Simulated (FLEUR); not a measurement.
Crystal: YN.

```xyz
2
Lattice="0.0000 2.4385 2.4385 2.4385 0.0000 2.4385 2.4385 2.4385 0.0000" Properties=species:S:1:pos:R:3 pbc="T T T"
Y     0.0000    0.0000    0.0000
N     2.4385    2.4385    2.4385
```

Program: FLEUR MaX-R8.1 (patched build s14). Alike in all runs: potentials or basis all-electron, FLAPW; cell as given. Hardware: 1 thread of Intel(R) Xeon(R) Platinum 8375C CPU @ 2.90GHz (Ice Lake) (shared host).

Question: Order these runs on this cell by their wall time, lowest first.
A. task single point; level Wu-Cohen GGA; spin collinear, ferromagnetic start; k mesh 9 × 9 × 9; smearing fermi-dirac 0.02 eV; inpgen profile fastHighL; gmax 12.5 1/bohr; lmax Y 10, N 7; kmax 4.05 1/bohr; mesh quality not flagged
B. task density of states; level LDA (Perdew-Zunger)+U; spin off; U Y d U = 8 eV; k mesh 11 × 11 × 11; smearing fermi-dirac 0.05 eV; inpgen profile fastHighL; hund's J (eV) 0; around-mean-field double counting no; gmax 12.5 1/bohr; lmax Y 10, N 7; kmax 4.05 1/bohr; other keys k mesh = 11 × 11 × 11; mesh quality not flagged
C. task band structure; level LDA exchange alone (X-alpha); spin collinear, ferromagnetic start, SOC; k mesh 6 × 6 × 6; smearing gaussian 0.2 eV; inpgen profile moderate; gmax 22.5 1/bohr; lmax Y 10, N 6; kmax 4.5 1/bohr; mesh quality coarse

Answer: B (18 s), A (38 s), C (380 s).

Caveats: some runs use coarse meshes; an odd mesh through Γ misses points on the zone boundary, where band edges often lie (some runs); with Gaussian smearing the program prints no entropy term, so the energy of a metal isn't a free energy (some runs).

Runs at the PBE level aren't shown here.
